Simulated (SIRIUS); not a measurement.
# Ag (P6_3/mmc) in SIRIUS: convergence with smearing width

Aim: find how far smearing width must go before the results for Ag settle, at PBE. This setting moves, with any that are tied to it; all else stays.

Program: SIRIUS 7.12.0. These are calculated values, not measurements. Logs are shortened: lines on timing, memory, paths and dates and some standing lists are left out, and cuts for length are marked. The log counts tension as positive stress, the text compression.

## Step 1: The structure

Symmetry: P6_3/mmc, No. 194, hexagonal system. The conventional cell has a = 2.930 Å, b = 2.930 Å, c = 4.790 Å, α = 90.00°, β = 90.00°, γ = 120.00°. Ag (site symmetry -6m2) is surrounded by 12 Ag at 2.93 Å.

This isn't the form of Ag at room conditions, which is fcc.

## Step 2: With smearing width 0.4 eV

The input, sirius.json:

```json
{
  "control": {
    "processing_unit": "cpu",
    "verbosity": 2,
    "num_bands_to_print": 28,
    "print_forces": true,
    "print_stress": true
  },
  "parameters": {
    "electronic_structure_method": "pseudopotential",
    "xc_functionals": ["XC_GGA_X_PBE", "XC_GGA_C_PBE"],
    "gk_cutoff": 6.4,
    "pw_cutoff": 20.0,
    "ngridk": [10, 10, 6],
    "shiftk": [0, 0, 0],
    "smearing": "gaussian",
    "smearing_width": 0.0146997289,
    "num_bands": 28,
    "num_mag_dims": 0,
    "num_dft_iter": 100,
    "energy_tol": 1e-08,
    "density_tol": 1e-06
  },
  "iterative_solver": {
    "type": "davidson",
    "min_tolerance": 1e-10
  },
  "mixer": {
    "type": "anderson",
    "beta": 0.7,
    "max_history": 8
  },
  "settings": {
    "tol_ne": 1e-10
  },
  "unit_cell": {
    "lattice_vectors": [
      [1.0, 0.0, 0.0],
      [-0.5, 0.866025403788, 0.0],
      [0.0, 0.0, 1.634812286689]
    ],
    "lattice_vectors_scale": 5.5368975452,
    "atom_coordinate_units": "lattice",
    "atom_types": ["Ag"],
    "atom_files": {
      "Ag": "Ag.json"
    },
    "atoms": {
      "Ag": [
        [0.6666666667, 0.3333333333, 0.75],
        [0.3333333333, 0.6666666667, 0.25]
      ]
    }
  }
}
```

Potentials or basis: GBRV 1.5 PBE (ultrasoft).

Command:

```
$ upf_to_json ag_pbe_v1.4.uspp.F.UPF
$ OMP_NUM_THREADS=1 sirius.scf --input=sirius.json --output=out.json --task=0
```

Wall time 18 s (1 thread of Intel Xeon Platinum 8488C (Sapphire Rapids), shared host); peak memory 0.3 GiB.

Results:

- Free energy: -8044.3160 eV
- Pressure: -1.2 GPa
- Band gap on the k mesh: none (metal or under the smearing width)

## Step 3: With smearing width 0.3 eV

Edit sirius.json of step 2 so:

```diff
@@ -16,3 +16,3 @@
     "smearing": "gaussian",
-    "smearing_width": 0.0146997289,
+    "smearing_width": 0.0110247967,
     "num_bands": 28,
@@ -37,7 +37,6 @@
     "lattice_vectors": [
-      [1.0, 0.0, 0.0],
-      [-0.5, 0.866025403788, 0.0],
-      [0.0, 0.0, 1.634812286689]
+      [5.536897545154, 0.0, 0.0],
+      [-2.768448772577, 4.795093932277, 0.0],
+      [0.0, 0.0, 9.051788136957]
     ],
-    "lattice_vectors_scale": 5.5368975452,
     "atom_coordinate_units": "lattice",
```

Potentials or basis: GBRV 1.5 PBE (ultrasoft).

Command:

```
$ upf_to_json ag_pbe_v1.4.uspp.F.UPF
$ OMP_NUM_THREADS=1 sirius.scf --input=sirius.json --output=out.json --task=0
```

Wall time 18 s (1 thread of Intel Xeon Platinum 8488C (Sapphire Rapids), shared host); peak memory 0.3 GiB.

The run converged. Its results:

```yaml
Free_energy: -8044.3051 eV
Pressure: -1.1 GPa
Band_gap_on_the_k_mesh: none (metal or under the smearing width)
```

## Step 4: With smearing width 0.2 eV

Edit sirius.json of step 3 so:

```diff
@@ -16,3 +16,3 @@
     "smearing": "gaussian",
-    "smearing_width": 0.0110247967,
+    "smearing_width": 0.0073498644,
     "num_bands": 28,
```

Command:

```
$ upf_to_json ag_pbe_v1.4.uspp.F.UPF
$ OMP_NUM_THREADS=1 sirius.scf --input=sirius.json --output=out.json --task=0
```

Wall time 18 s (1 thread of Intel Xeon Platinum 8488C (Sapphire Rapids), shared host); peak memory 0.3 GiB.

Results (log left out):

```
Free energy            : -8044.2970 eV
Pressure               : -1.1 GPa
Band gap on the k mesh : none (metal or under the smearing width)
```

## Step 5: With smearing width 0.136 eV

Edit sirius.json of step 4 so:

```diff
@@ -16,3 +16,3 @@
     "smearing": "gaussian",
-    "smearing_width": 0.0073498644,
+    "smearing_width": 0.0049979078,
     "num_bands": 28,
```

Command:

```
$ upf_to_json ag_pbe_v1.4.uspp.F.UPF
$ OMP_NUM_THREADS=1 sirius.scf --input=sirius.json --output=out.json --task=0
```

Wall time 18 s (1 thread of Intel Xeon Platinum 8488C (Sapphire Rapids), shared host); peak memory 0.3 GiB.

It converged, with:

```yaml
Free_energy: -8044.2937 eV
Pressure: -1.1 GPa
Band_gap_on_the_k_mesh: none (metal or under the smearing width)
```

## Step 6: With smearing width 0.1 eV

Edit sirius.json of step 5 so:

```diff
@@ -16,3 +16,3 @@
     "smearing": "gaussian",
-    "smearing_width": 0.0049979078,
+    "smearing_width": 0.0036749322,
     "num_bands": 28,
@@ -37,6 +37,7 @@
     "lattice_vectors": [
-      [5.536897545154, 0.0, 0.0],
-      [-2.768448772577, 4.795093932277, 0.0],
-      [0.0, 0.0, 9.051788136957]
+      [1.0, 0.0, 0.0],
+      [-0.5, 0.866025403788, 0.0],
+      [0.0, 0.0, 1.634812286689]
     ],
+    "lattice_vectors_scale": 5.5368975452,
     "atom_coordinate_units": "lattice",
```

Potentials or basis: GBRV 1.5 PBE (ultrasoft).

Command:

```
$ upf_to_json ag_pbe_v1.4.uspp.F.UPF
$ OMP_NUM_THREADS=1 sirius.scf --input=sirius.json --output=out.json --task=0
```

Run time: 18 s. Hardware: 1 thread of Intel Xeon Platinum 8488C (Sapphire Rapids), shared host; peak memory 0.3 GiB.

The run converged. Its results:

| Item | Value |
| --- | --- |
| Free energy | -8044.2922 eV |
| Pressure | -1.1 GPa |
| Band gap on the k mesh | none (metal or under the smearing width) |

## Step 7: With smearing width 0.05 eV

Edit sirius.json of step 6 so:

```diff
@@ -16,3 +16,3 @@
     "smearing": "gaussian",
-    "smearing_width": 0.0036749322,
+    "smearing_width": 0.0018374661,
     "num_bands": 28,
```

Command:

```
$ upf_to_json ag_pbe_v1.4.uspp.F.UPF
$ OMP_NUM_THREADS=1 sirius.scf --input=sirius.json --output=out.json --task=0
```

It took 18 s on 1 thread of Intel Xeon Platinum 8488C (Sapphire Rapids), shared host; peak memory 0.3 GiB.

It converged, with:

- Free energy: -8044.2906 eV
- Pressure: -1.1 GPa
- Band gap on the k mesh: none (metal or under the smearing width)

## Step 8: With smearing width 0.025 eV

Edit sirius.json of step 7 so:

```diff
@@ -16,3 +16,3 @@
     "smearing": "gaussian",
-    "smearing_width": 0.0018374661,
+    "smearing_width": 0.0009187331,
     "num_bands": 28,
@@ -37,7 +37,6 @@
     "lattice_vectors": [
-      [1.0, 0.0, 0.0],
-      [-0.5, 0.866025403788, 0.0],
-      [0.0, 0.0, 1.634812286689]
+      [5.536897545154, 0.0, 0.0],
+      [-2.768448772577, 4.795093932277, 0.0],
+      [0.0, 0.0, 9.051788136957]
     ],
-    "lattice_vectors_scale": 5.5368975452,
     "atom_coordinate_units": "lattice",
```

Command:

```
$ upf_to_json ag_pbe_v1.4.uspp.F.UPF
$ OMP_NUM_THREADS=1 sirius.scf --input=sirius.json --output=out.json --task=0
```

Wall time 18 s (1 thread of Intel Xeon Platinum 8488C (Sapphire Rapids), shared host); peak memory 0.3 GiB.

Results (log left out):

| Property | Result |
| --- | --- |
| Free energy | -8044.2899 eV |
| Pressure | -1.1 GPa |
| Band gap on the k mesh | none (metal or under the smearing width) |

## Step 9: With smearing width 0.01 eV

Edit sirius.json of step 8 so:

```diff
@@ -16,3 +16,3 @@
     "smearing": "gaussian",
-    "smearing_width": 0.0009187331,
+    "smearing_width": 0.0003674932,
     "num_bands": 28,
```

Potentials or basis: GBRV 1.5 PBE (ultrasoft).

Command:

```
$ upf_to_json ag_pbe_v1.4.uspp.F.UPF
$ OMP_NUM_THREADS=1 sirius.scf --input=sirius.json --output=out.json --task=0
```

The log of the run:

```text
[info] SIRIUS version : 7.12.0
[info] number of MPI ranks           : 1
[info] MPI grid                      : 1 1
[info] maximum number of OMP threads : 1
[fft] FFT context for density and potential
[fft] =====================================
[fft]   comm size                             : 1
[fft]   plane wave cutoff                     : 20
[fft]   grid size                             : 40 40 60   total : 96000
[fft]   grid limits                           : -19 20   -19 20   -29 30
[fft]   number of G-vectors within the cutoff : 16274
[fft]   local number of G-vectors             : 16274
[fft]   number of G-shells                    : 1682
[fft] FFT context for coarse grid
[fft] =====================================
[fft]   comm size                             : 1
[fft]   plane wave cutoff                     : 12.8
[fft]   grid size                             : 25 25 40   total : 25000
[fft]   grid limits                           : -12 12   -12 12   -19 20
[fft]   number of G-vectors within the cutoff : 4255
[fft]   local number of G-vectors             : 4255
[fft]   number of G-shells                    : 492
[unit cell] lattice vectors
[unit cell]   a1 :       5.5368975452      0.0000000000      0.0000000000
[unit cell]   a2 :      -2.7684487726      4.7950939323      0.0000000000
[unit cell]   a3 :       0.0000000000      0.0000000000      9.0517881370
[unit cell] reciprocal lattice vectors
[unit cell]   b1 :       1.1347844629      0.6551681152     -0.0000000000
[unit cell]   b2 :       0.0000000000      1.3103362303      0.0000000000
[unit cell]   b3 :       0.0000000000     -0.0000000000      0.6941374690
[unit cell] unit cell volume :       240.32446653 [a.u.^3]
[unit cell] 1/sqrt(omega)    :         0.06450613
[unit cell] MT volume        :         0.00000000 ( 0.00%)
[unit cell] IT volume        :       240.32446653 (100.00%)
[unit cell] number of atom types : 1
[unit cell] type id : 0 symbol : Ag mt_radius : 200.307242 num_atoms : 2
[unit cell] total number of atoms : 2
[unit cell] number of symmetry classes : 1
[unit cell] number of PAW atoms : 0
[unit cell] atom id  type id  class id             position                      vector_field
[unit cell] ------------------------------------------------------------------------------------------
[unit cell]      0        0        0      0.66667   0.33333   0.75000      0.00000   0.00000   0.00000
[unit cell]      1        0        0      0.33333   0.66667   0.25000      0.00000   0.00000   0.00000
[unit cell] atom id         position (Cartesian, a.u.)
[unit cell] ---------------------------------------------
[unit cell]      0       2.768449    1.598365    6.788841
[unit cell]      1      -0.000000    3.196729    2.262947
[unit cell] class id : 0 atom id : 0 1
[unit cell] minimum bond length:     5.536898
[unit cell] total number of pseudo wave-functions: 26
[sym] space group number   : 194
[sym] international symbol : P6_3/mmc
[sym] Hall symbol          : -P 6c 2c
[sym] space group transformation matrix :
[sym]   1.0000  0.0000  0.0000
[sym]   0.0000  1.0000  0.0000
[sym]   0.0000  0.0000  1.0000
[sym] space group origin shift :
[sym]   0.0000  0.0000  0.0000
[sym] number of space group operations  : 24
[... 253 lines left out ...]
[diagonalize] ik:   53   -2.771653   -2.771653   -1.431624   -1.431624   -1.429596   -1.429596   -1.428511   -1.428511    0.397015    0.397015    0.418823    0.418823    0.445186    0.445186    0.460556    0.460556    0.497044    0.497044    0.637220    0.637220    0.846853    0.846853    0.931416    0.931416    1.129601    1.129601    1.326249    1.326250
[diagonalize] ik:   54   -2.771626   -2.771626   -1.431770   -1.431770   -1.429784   -1.429784   -1.428517   -1.428517    0.396554    0.396554    0.415891    0.415891    0.444802    0.444802    0.469529    0.469529    0.494131    0.494131    0.692223    0.692223    0.776740    0.776740    0.920144    0.920144    1.156415    1.156415    1.294222    1.294222
[diagonalize] ik:   55   -2.771616   -2.771616   -1.431499   -1.431499   -1.430202   -1.430202   -1.428501   -1.428501    0.403331    0.403331    0.421312    0.421312    0.439191    0.439191    0.459061    0.459061    0.493651    0.493651    0.715207    0.715207    0.821405    0.821405    0.833633    0.833633    1.180813    1.180813    1.273667    1.273667
[find] Charges and magnetic moments
[find] --------------------------------------------------------------------------------
[find] total charge          : 38.000000
[find] Energy
[find] --------------------------------------------------------------------------------
[find] valence_eval_sum               :     -18.34655931
[find] <rho|V^{XC}>                   :     -36.71572945
[find] <rho|E^{XC}>                   :     -28.97802731
[find] <mag|B^{XC}>                   :       0.00000000
[find] <rho|V^{H}>                    :     147.45169184
[find] one-electron contribution      :    -129.08252170 (Ha),    -258.16504340 (Ry)
[find] hartree contribution           :      73.72584592
[find] xc contribution                :     -28.97802731
[find] ewald contribution             :    -211.28747539
[find] PAW contribution               :       0.00000000
[find] smearing (-TS)                 :      -0.00000829
[find] SCF correction                 :      -0.00000146
[find] Total energy                   :    -295.62217993 (Ha),    -591.24435987 (Ry)
[find] Free energy (E-TS)             :    -295.62218823 (Ha),    -591.24437646 (Ry)
[find] band gap (eV)                  :       0.00000000
[find] Efermi                         :       0.60454905
[find] iteration : 10, RMS (target) : 4.2024e-07 (1.0000e-06) , energy difference (target) : -7.6739e-12 (1.0000e-08)
[find] bands are converged : true
[find] iterative solver converged : false
[find] converged after 11 SCF iterations!
[find] Charges and magnetic moments
[find] --------------------------------------------------------------------------------
[find] total charge          : 38.000000
[find] Energy
[find] --------------------------------------------------------------------------------
[find] valence_eval_sum               :     -18.34655931
[find] <rho|V^{XC}>                   :     -36.71572945
[find] <rho|E^{XC}>                   :     -28.97802731
[find] <mag|B^{XC}>                   :       0.00000000
[find] <rho|V^{H}>                    :     147.45169184
[find] one-electron contribution      :    -129.08252170 (Ha),    -258.16504340 (Ry)
[find] hartree contribution           :      73.72584592
[find] xc contribution                :     -28.97802731
[find] ewald contribution             :    -211.28747539
[find] PAW contribution               :       0.00000000
[find] smearing (-TS)                 :      -0.00000829
[find] SCF correction                 :      -0.00000146
[find] Total energy                   :    -295.62217993 (Ha),    -591.24435987 (Ry)
[find] Free energy (E-TS)             :    -295.62218823 (Ha),    -591.24437646 (Ry)
[find] band gap (eV)                  :       0.00000000
[find] Efermi                         :       0.60454905
[ground_state] === stress tensor components [kbar] ===
[ground_state] === stress_kin ===
[ground_state] -54613.050783    0.000000   -0.000000
[ground_state]     0.000000-54613.050782    0.000000
[ground_state]    -0.000000    0.000000-54577.153581
[ground_state] === stress_har ===
[ground_state] -30072.282249    0.000000    0.000000
[ground_state]     0.000000-30072.282249    0.000000
[ground_state]     0.000000    0.000000-30112.121449
[ground_state] === stress_ewald ===
[ground_state] 86239.257341    0.000000    0.000000
[ground_state]     0.00000086239.257340    0.000000
[ground_state]     0.000000    0.00000086183.926871
[ground_state] === stress_vloc ===
[ground_state] -6148.212159    0.000000   -0.000000
[ground_state]     0.000000-6148.212159   -0.000000
[ground_state]    -0.000000   -0.000000-6079.132735
[ground_state] === stress_xc ===
[ground_state]  9873.088725   -0.000000    0.000000
[ground_state]    -0.000000 9873.088725   -0.000000
[ground_state]     0.000000   -0.000000 9873.580022
[ground_state] === stress_core ===
[ground_state]  1334.757269   -0.000000   -0.000000
[ground_state]    -0.000000 1334.757269    0.000000
[ground_state]    -0.000000    0.000000 1334.744468
[ground_state] === stress_nonloc ===
[ground_state]  5568.873574    0.000000    0.000000
[ground_state]     0.000000 5568.873574    0.000000
[ground_state]     0.000000    0.000000 5563.506381
[ground_state] === stress_us ===
[ground_state] -12175.246736    0.000000    0.000000
[ground_state]     0.000000-12175.246736    0.000000
[ground_state]     0.000000    0.000000-12169.756406
[ground_state] === stress_us_nl ===
[ground_state] -6606.373162    0.000000    0.000000
[ground_state]     0.000000-6606.373162    0.000000
[ground_state]     0.000000    0.000000-6606.250025
[ground_state] === stress_total ===
[ground_state]     7.184982    0.000000   -0.000000
[ground_state]     0.000000    7.184982   -0.000000
[ground_state]    -0.000000   -0.000000   17.593570
[ground_state] ==== total Forces in Ha/bohr =====
[ground_state] atom:    0, force:       0.0000000      0.0000000      0.0000000
[ground_state] atom:    1, force:      -0.0000000     -0.0000000     -0.0000000
[ground_state] ==== ultrasoft contribution from Qij =====
[ground_state] atom:    0, force:       0.0000000      0.0000000      0.0000000
[ground_state] atom:    1, force:       0.0000000     -0.0000000      0.0000000
[ground_state] ==== non-local contribution from Beta-projector =====
[ground_state] atom:    0, force:       0.0000000      0.0000000      0.0000000
[ground_state] atom:    1, force:      -0.0000000     -0.0000000      0.0000000
[ground_state] ==== contribution from local potential =====
[ground_state] atom:    0, force:       0.0000000      0.0000000      0.0000000
[ground_state] atom:    1, force:       0.0000000     -0.0000000      0.0000000
[ground_state] ==== contribution from core density =====
[ground_state] atom:    0, force:       0.0000000      0.0000000      0.0000000
[ground_state] atom:    1, force:       0.0000000     -0.0000000     -0.0000000
[ground_state] ==== Ewald forces from ions =====
[ground_state] atom:    0, force:      -0.0000000      0.0000000      0.0000000
[ground_state] atom:    1, force:       0.0000000      0.0000000      0.0000000
[~DFT_ground_state] local op. applied: 37754
[~DFT_ground_state] evp. work count: 5540.87
[~DFT_ground_state] number of iterative solver steps: 1205
```

It took 18 s on 1 thread of Intel Xeon Platinum 8488C (Sapphire Rapids), shared host; peak memory 0.3 GiB.

What came out:

```
Free energy            : -8044.2895 eV
Pressure               : -1.1 GPa
Band gap on the k mesh : none (metal or under the smearing width)
```

## Step 10: The series at a glance

```
smearing width  energy less the tightest run, at zero smearing (meV/atom)  pressure (GPa)  SCF cycles  CPU time (s)  peak memory (GiB)
        0.4 eV                                                      -0.99           -1.15          11            18                0.3
        0.3 eV                                                      -0.64           -1.14          11            18                0.3
        0.2 eV                                                      -0.62           -1.12          11            18                0.3
      0.136 eV                                                      -0.65           -1.11          11            18                0.3
        0.1 eV                                                      -0.49           -1.10          11            18                0.3
       0.05 eV                                                      -0.20           -1.07          11            18                0.3
      0.025 eV                                                      -0.08           -1.07          11            18                0.3
       0.01 eV                                                       0.00           -1.07          11            18                0.3
```

Against the tightest run, the energy stays within 1 meV/atom from 0.4 eV on; the pressure stays within 0.1 GPa from 0.4 eV on. Narrower smearing needs a denser k mesh, so at a fixed mesh the narrowest width isn't the most accurate. The tightest run that finished is the yardstick and may itself not be fully converged.
